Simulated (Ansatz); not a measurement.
All numbers below come from Ansatz, DFT PBE, scalar-relativistic, plane waves, PAW. Settings: cutoff 420 eV, Γ-centred meshes spaced at most about 0.3 Å⁻¹, and about 0.25 Å⁻¹ or finer for metals (2π included), Gaussian smearing. Spin is collinear in cells that carry moments; the others ran without spin or lost their moments.

These are static total energies at zero pressure.

Task: Which of these relaxed structures of AlO6 is the lowest in energy?
A.
(parallel moments up to 0.5 μB)
Space group P-3m1 (No. 164). a = 2.979 Å, b = 2.979 Å, c = 13.668 Å, α = 90.00°, β = 90.00°, γ = 120.00°
```json
{"atom": "Al", "site": "1a", "symmetry": "-3m.", "x": "0.0000", "y": "0.0000", "z": "0.0000"}
{"atom": "O", "site": "2d", "symmetry": "3m.", "x": "0.3333", "y": "0.6667", "z": "0.6171"}
{"atom": "O", "site": "2d", "symmetry": "3m.", "x": "0.3333", "y": "0.6667", "z": "0.7060"}
{"atom": "O", "site": "2d", "symmetry": "3m.", "x": "0.6667", "y": "0.3333", "z": "0.9351"}
```

B.
(parallel moments up to 0.6 μB)
Space group P4/mmm (No. 123). a = 3.641 Å, b = 3.641 Å, c = 8.856 Å, α = 90.00°, β = 90.00°, γ = 90.00°
```csv
atom,site,symmetry,x,y,z
Al,1a,4/mmm,0.0000,0.0000,0.0000
O,4i,2mm.,0.0000,0.5000,0.9169
O,2h,4mm,0.5000,0.5000,0.4312
```

C.
(no moments)
Space group R-3m:H (No. 166). a = 5.324 Å, b = 5.324 Å, c = 10.349 Å, α = 90.00°, β = 90.00°, γ = 120.00°
```
atom  site  symmetry       x       y       z
  Al    3a       -3m  0.0000  0.0000  0.0000
   O   18h        .m  0.1719  0.8281  0.8971
```

Result: A. The next of these, C, lies 221 meV/atom higher. Counting O atoms around Al (those within 1.25 times the shortest such distance or 1.15 times the sum of covalent radii): A has Al 6; C has Al 6; B has Al 8. A holds O–O pairs (shortest 1.21 Å, as in O₂); C holds O–O pairs (shortest 1.32 Å, as in superoxide); B holds O–O pairs (shortest 1.22 Å, as in O₂). All come from invented guesses.

No dispersion correction is applied, so the spacing and binding between layers, chains or molecules are poorly described (P-3m1, P4/mmm), and this can change margins and order among such cells. In R-3m an odd number of electrons in the primitive cell allows no gap without spin; a larger cell or a magnetic state could open one. A magnetic state wasn't ruled out in cells without spin, among them R-3m. The magnetic state reached may not be the lowest. Cells relaxed within their symmetry can be saddle points. Some types were kept out of the candidates beforehand, so the set may lack a known form.
